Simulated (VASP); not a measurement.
# MgSe (Fm-3m) in VASP: a series of runs

The runs below take MgSe through single point, with LDA, PBE.

All numbers are computed with VASP 6.6.1; they aren't measurements. Logs are shortened: lines on timing, memory, paths and dates and some standing lists are left out, and cuts for length are marked.

### 1 Starting point

The structure is cubic, space group Fm-3m (No. 225). The conventional cell has a = 5.451 Å, b = 5.451 Å, c = 5.451 Å, α = 90.00°, β = 90.00°, γ = 90.00°. Mg (site symmetry m-3m) is surrounded by 6 Se at 2.73 Å. Se (site symmetry m-3m) is surrounded by 6 Mg at 2.73 Å.

### 2 Single point, LDA

The input, INCAR:

```
  PREC = Accurate
  ENCUT = 520
  EDIFF = 1E-6
  ISMEAR = -1
  SIGMA = 0.02
  LREAL = False
  LASPH = True
  NELM = 100
  ALGO = Normal
  ISIF = 2
  LWAVE = False
  LCHARG = False
  NBANDS = 11
```

The input, KPOINTS:

```
Automatic mesh
0
Gamma
  8 8 8
```

The input, POSCAR:

```
MgSe
1.0
    0.0000000000      2.7255000000      2.7255000000
    2.7255000000      0.0000000000      2.7255000000
    2.7255000000      2.7255000000      0.0000000000
Mg Se
1 1
Direct
    0.0000000000      0.0000000000      0.0000000000
    0.5000000000      0.5000000000      0.5000000000
```

Potentials or basis: VASP PAW LDA potentials, release 64 (Mg, Se).

The run is started by

```console
> cat potpaw_LDA.64/Mg/POTCAR potpaw_LDA.64/Se/POTCAR > POTCAR
> mpirun -np 1 vasp_std > vasp.out
```

OUTCAR:

```text
PREC = Accurate
   ENCUT = 520
   EDIFF = 1E-6
   ISMEAR = -1
   LREAL = False
   LASPH = True
   NELM = 100
   ISIF = 2

 ion  position               nearest neighbor table
   1  0.000  0.000  0.000-   2 2.73   2 2.73   2 2.73   2 2.73   2 2.73   2 2.73
   2  0.500  0.500  0.500-   1 2.73   1 2.73   1 2.73   1 2.73   1 2.73   1 2.73

  LATTYP: Found a face centered cubic cell.
 ALAT       =     5.4510000000

  Lattice vectors:

 A1 = (   0.0000000000,   2.7255000000,   2.7255000000)
 A2 = (   2.7255000000,   0.0000000000,   2.7255000000)
 A3 = (   2.7255000000,   2.7255000000,   0.0000000000)

Analysis of symmetry for initial positions (statically):
=====================================================================
 Subroutine PRICEL returns:
 Original cell was already a primitive cell.

 Routine SETGRP: Setting up the symmetry group for a
 face centered cubic supercell.

 Subroutine GETGRP returns: Found 48 space group operations
 (whereof 48 operations were pure point group operations)
 out of a pool of 48 trial point group operations.

The static configuration has the point symmetry O_h .

Analysis of symmetry for dynamics (positions and initial velocities):
=====================================================================
 Subroutine PRICEL returns:
 Original cell was already a primitive cell.

 Routine SETGRP: Setting up the symmetry group for a
 face centered cubic supercell.

 Subroutine GETGRP returns: Found 48 space group operations
 (whereof 48 operations were pure point group operations)
 out of a pool of 48 trial point group operations.

The dynamic configuration has the point symmetry O_h .

 Subroutine INISYM returns: Found 48 space group operations
 (whereof 48 operations are pure point group operations),
 and found     1 'primitive' translations

----------------------------------------------------------------------------------------

                                     Primitive cell

  volume of cell :      40.4919

  direct lattice vectors                    reciprocal lattice vectors
     0.000000000  2.725500000  2.725500000    -0.183452578  0.183452578  0.183452578
     2.725500000  0.000000000  2.725500000     0.183452578 -0.183452578  0.183452578
     2.725500000  2.725500000  0.000000000     0.183452578  0.183452578 -0.183452578

  length of vectors
     3.854439064  3.854439064  3.854439064     0.317749185  0.317749185  0.317749185

  position of ions in fractional coordinates (direct lattice)
     0.000000000  0.000000000  0.000000000
     0.500000000  0.500000000  0.500000000

  ion indices of the primitive-cell ions
   primitive index   ion index
                 1           1
                 2           2

----------------------------------------------------------------------------------------

 KPOINTS: Automatic mesh

Automatic generation of k-mesh.
 Grid dimensions read from file:
 generate k-points for:    8    8    8

 Generating k-lattice:

  Cartesian coordinates                     Fractional coordinates (reciprocal lattice)
    -0.022931572  0.022931572  0.022931572     0.125000000  0.000000000  0.000000000
     0.022931572 -0.022931572  0.022931572     0.000000000  0.125000000  0.000000000
     0.022931572  0.022931572 -0.022931572     0.000000000  0.000000000  0.125000000

  Length of vectors
     0.039718648  0.039718648  0.039718648

  Shift w.r.t. Gamma in fractional coordinates (k-lattice)
     0.000000000  0.000000000  0.000000000

 Subroutine IBZKPT returns following result:
 ===========================================

 Found     29 irreducible k-points:

 Following reciprocal coordinates:
            Coordinates               Weight
  0.000000  0.000000  0.000000      1.000000
  0.125000  0.000000  0.000000      8.000000
  0.250000  0.000000  0.000000      8.000000
  0.375000  0.000000  0.000000      8.000000
  0.500000  0.000000  0.000000      4.000000
  0.125000  0.125000  0.000000      6.000000
[... 16 lines left out ...]
  0.500000  0.250000  0.125000     48.000000
 -0.375000  0.250000  0.125000     24.000000
 [... further k-points ...]
   k-points           NKPTS =     29   k-points in BZ     NKDIM =     29   number of bands    NBANDS=     11
   number of dos      NEDOS =    301   number of ions     NIONS =      2
   total plane-waves  NPLWV =  27000
   dimension x,y,z NGX =    30 NGY =   30 NGZ =   30
   dimension x,y,z NGXF=    60 NGYF=   60 NGZF=   60
   ions per type =               1   1
   NGX,Y,Z   is equivalent  to a cutoff of  12.94, 12.94, 12.94 a.u.
   NGXF,Y,Z  is equivalent  to a cutoff of  25.88, 25.88, 25.88 a.u.
 SYSTEM =  unknown system
   PREC   = accura    normal or accurate (medium, high low for compatibility)
   ISTART =      0    job   : 0-new  1-cont  2-samecut
   ICHARG =      2    charge: 1-file 2-atom 10-const
   ISPIN  =      1    spin polarized calculation?
   LNONCOLLINEAR =      F non collinear calculations
   LSORBIT =      F    spin-orbit coupling
   LASPH  =      T    aspherical Exc in radial PAW
   ENCUT  =  520.0 eV  38.22 Ry    6.18 a.u.   7.17  7.17  7.17*2*pi/ulx,y,z
   NELM   =    100;   NELMIN=  2; NELMDL= -5     # of ELM steps
   EDIFF  = 0.1E-05   stopping-criterion for ELM
   LREAL  =      F    real-space projection
   EDIFFG = 0.1E-04   stopping-criterion for IOM
   NSW    =      0    number of steps for IOM
   IBRION =     -1    ionic relax: 0-MD 1-quasi-New 2-CG
   NFREE  =      0    steps in history (QN), initial steepest desc. (CG)
   ISIF   =      2    stress and relaxation
   ISYM   =      2    0-nonsym 1-usesym 2-fastsym
   POTIM  = 0.5000    time-step for ionic-motion
   TEBEG  =    0.0;   TEEND  =   0.0 temperature during run
   PSTRESS=    0.0 pullay stress
   NELECT =       8.0000    total number of electrons
   NUPDOWN=      -1.0000    fix difference up-down
   EMIN   =  10.00;   EMAX   =-10.00  energy-range for DOS
   EFERMI =   0.00;   METHOD = LEGACY
   ISMEAR =    -1;   SIGMA  =   0.02  broadening in eV -4-tet -1-fermi 0-gaus
   EFERMI_NEDOS =   21; number of points for ismear=-14 and -15
   IALGO  =     38    algorithm
   IMIX   =      4    mixing-type and parameters
     AMIX     =   0.40;   BMIX     =  1.00
     AMIX_MAG =   1.60;   BMIX_MAG =  1.00
  volume/ion in A,a.u.               =      20.25       136.63
  Fermi-wavevector in a.u.,A,eV,Ry     =   0.953488  1.801831 12.369596  0.909140
  Thomas-Fermi vector in A             =   2.082148
   LORBIT       =      0    0 simple, 1 ext, 2 COOP (PROOUT), +10 PAW based schemes
   GGA     = CA    functional components
   LHFCALC =     F    Hartree Fock is set to
   AEXX    =    0.0000 exact exchange contribution
   IVDW    =     0    specifies the selected vdW correction
   LEPSILON=     F    determine dielectric tensor
   LRPA    =     F    only Hartree local field effects (RPA)
 non-spin polarized calculation
  energy-cutoff  :      520.00
  volume of cell :       40.49
 maximum number of plane-waves:      1106
 NGX is ok and might be reduce to    30
   NGX = 15   NGY = 15   NGZ = 15

 number of electron       7.9999999 magnetization

 Free energy of the ion-electron system (eV)
  ---------------------------------------------------
  ext. energy  EPLUGINS =         0.00000000
  ---------------------------------------------------
  free energy    TOTEN  =        -8.58984517 eV

  energy without entropy =       -8.58984517  energy(sigma->0) =       -8.58984517

 E-fermi :   3.5845     XC(G=0):  -9.7506

 val. band max:        3.1690745297   @ k =   0.0000   0.0000   0.0000
 cond. band min:       4.8176029623   @ k =   0.5000   0.5000   0.0000
 fundamental gap:      1.6485284326
 Fermi energy:         3.5844915755

 k-point     1 :       0.0000    0.0000    0.0000
  band No.  band energies     occupation
      1      -9.7997      2.00000
      2       3.1691      2.00000
      3       3.1691      2.00000
      4       3.1691      2.00000
      5       5.5685      0.00000
      6      10.5294      0.00000
      7      10.5294      0.00000
      8      10.5294      0.00000
      9      13.1085      0.00000
     10      13.1085      0.00000
     11      14.0514      0.00000

 k-point     2 :       0.1250    0.0000    0.0000
  band No.  band energies     occupation
      1      -9.6667      2.00000
      2       1.9179      2.00000
      3       3.0682      2.00000
      4       3.0682      2.00000
      5       6.5634      0.00000
      6      10.2041      0.00000
      7      10.7488      0.00000
      8      10.7488      0.00000
      9      12.0453      0.00000
     10      12.0453      0.00000
     11      13.7468      0.00000

 k-point     3 :       0.2500    0.0000    0.0000
  band No.  band energies     occupation
      1      -9.3102      2.00000
      2       0.1131      2.00000
      3       2.8501      2.00000
      4       2.8501      2.00000
      5       7.1515      0.00000
      6      10.1474      0.00000
      7      10.1474      0.00000
      8      10.8265      0.00000
      9      12.6821      0.00000
     10      12.6821      0.00000
     11      12.9927      0.00000

 k-point     4 :       0.3750    0.0000    0.0000
  band No.  band energies     occupation
      1      -8.8839      2.00000
      2      -1.2814      2.00000
      3       2.6601      2.00000
      4       2.6601      2.00000
      5       6.9839      0.00000
      6       9.4219      0.00000
      7       9.4219      0.00000
      8      11.6733      0.00000
      9      13.3612      0.00000
     10      14.6118      0.00000
     11      14.6118      0.00000
[... 239 lines left out ...]
 k-point    22 :       0.3750    0.2500    0.1250
  band No.  band energies     occupation
      1      -9.0331      2.00000
      2      -0.1409      2.00000
      3       1.6156      2.00000
      4       2.4629      2.00000
      5       7.8954      0.00000
      6       9.1386      0.00000
      7       9.3408      0.00000
      8      11.4721      0.00000
      9      12.6317      0.00000
     10      15.5570      0.00000
     11      15.9043      0.00000

 k-point    23 :       0.5000    0.2500    0.1250
  band No.  band energies     occupation
      1      -8.6756      2.00000
      2      -0.9386      2.00000
      3       1.0662      2.00000
      4       2.1219      2.00000
      5       7.8062      0.00000
      6       8.7725      0.00000
      7      10.3208      0.00000
      8      11.3718      0.00000
      9      13.9449      0.00000
     10      15.7240      0.00000
     11      16.4853      0.00000

 k-point    24 :      -0.3750    0.2500    0.1250
  band No.  band energies     occupation
      1      -8.5080      2.00000
      2      -1.3012      2.00000
      3       0.9228      2.00000
      4       1.9434      2.00000
      5       7.7890      0.00000
      6       8.4820      0.00000
      7      10.8266      0.00000
      8      12.1548      0.00000
      9      14.1275      0.00000
     10      14.7327      0.00000
     11      17.1563      0.00000

 [... further k-points ...]

------------------------ aborting loop because EDIFF is reached ----------------------------------------

  FORCE on cell =-STRESS in cart. coord.  units (eV):
  Direction    XX          YY          ZZ          XY          YZ          ZX
  --------------------------------------------------------------------------------------
  -------------------------------------------------------------------------------------
  Total       -0.6131088     -0.6131088     -0.6131088      0.0000000     -0.0000000     -0.0000000
  in kB      -24.2593726    -24.2593726    -24.2593726      0.0000000     -0.0000000     -0.0000000
  external PRESSURE =     -24.2593726 kB  Pullay stress =       0.0000000 kB

 VOLUME and BASIS-vectors are now :
 -----------------------------------------------------------------------------
  energy-cutoff  :      520.00
  volume of cell :       40.49
      direct lattice vectors                 reciprocal lattice vectors
     0.000000000  2.725500000  2.725500000    -0.183452578  0.183452578  0.183452578
     2.725500000  0.000000000  2.725500000     0.183452578 -0.183452578  0.183452578
     2.725500000  2.725500000  0.000000000     0.183452578  0.183452578 -0.183452578

 POSITION                                       TOTAL-FORCE (eV/Angst)
 -----------------------------------------------------------------------------------
      0.00000      0.00000      0.00000        -0.000000      0.000000     -0.000000
      2.72550      2.72550      2.72550         0.000000     -0.000000      0.000000
 -----------------------------------------------------------------------------------
    total drift:                               -0.000000     -0.000000      0.000000

  FREE ENERGIE OF THE ION-ELECTRON SYSTEM (eV)
  ---------------------------------------------------
  free  energy   TOTEN  =        -8.5898451686 eV

  energy  without entropy=       -8.5898451686  energy(sigma->0) =       -8.58984517
```

Wall time 6.6 s (1 thread of Intel Xeon 6975P-C (Granite Rapids), shared host); peak memory 0.15 GiB.

What came out:

* Free energy: -8.5898 eV
* Pressure: -2.4 GPa
* Band gap on the k mesh: 1.65 eV, indirect (least direct gap 2.40 eV)

### 3 Single point, PBE

The input, INCAR:

```
PREC     = Accurate       # precision mode
ENCUT    = 520            # plane-wave cutoff, eV
EDIFF    = 1E-7           # SCF threshold, eV
ISMEAR   = -1             # smearing method
SIGMA    = 0.02           # smearing width, eV
LREAL    = False          # projectors in reciprocal space
LASPH    = True           # aspherical terms in the spheres
NELM     = 100            # most SCF steps
ALGO     = Fast           # electronic algorithm
ISIF     = 2              # what is computed and relaxed
LWAVE    = False          # write WAVECAR
LCHARG   = True           # write CHGCAR
GGA      = PE             # functional
LELF     = True           # ELF
LVHAR    = True         
NBANDS   = 11             # bands
```

The input, KPOINTS:

```
regular mesh
0
Gamma
  8 8 8
```

POSCAR is that of step 2.

Potentials or basis: VASP PAW PBE potentials, release 64 (Mg, Se).

The run is started by

```console
> cat potpaw_PBE.64/Mg/POTCAR potpaw_PBE.64/Se/POTCAR > POTCAR
> mpirun -np 1 vasp_std > vasp.out
```

It took 9.2 s on 1 thread of Intel Xeon 6975P-C (Granite Rapids), shared host; peak memory 0.16 GiB.

The run converged. Its results:

```
Free energy            : -7.4834 eV
Pressure               : 1.9 GPa
Band gap on the k mesh : 1.80 eV, indirect (least direct gap 2.60 eV)
```

Levels at points of the mesh, in eV from the valence-band top:
| k point | band 2 | band 3 | band 4 | band 5 | band 6 | band 7 |
| --- | --- | --- | --- | --- | --- | --- |
| (0.00, 0.00, 0.00) | 0.00 | 0.00 | 0.00 | 2.60 | 7.41 | 7.41 |
| (0.50, 0.00, 0.00) | -4.95 | -0.58 | -0.58 | 3.83 | 6.10 | 6.10 |
| (0.50, 0.50, 0.00) | -4.27 | -1.79 | -1.79 | 1.80 | 3.96 | 11.75 |

A k mesh can miss the band edges. As with any semilocal functional, this PBE gap is likely too small.
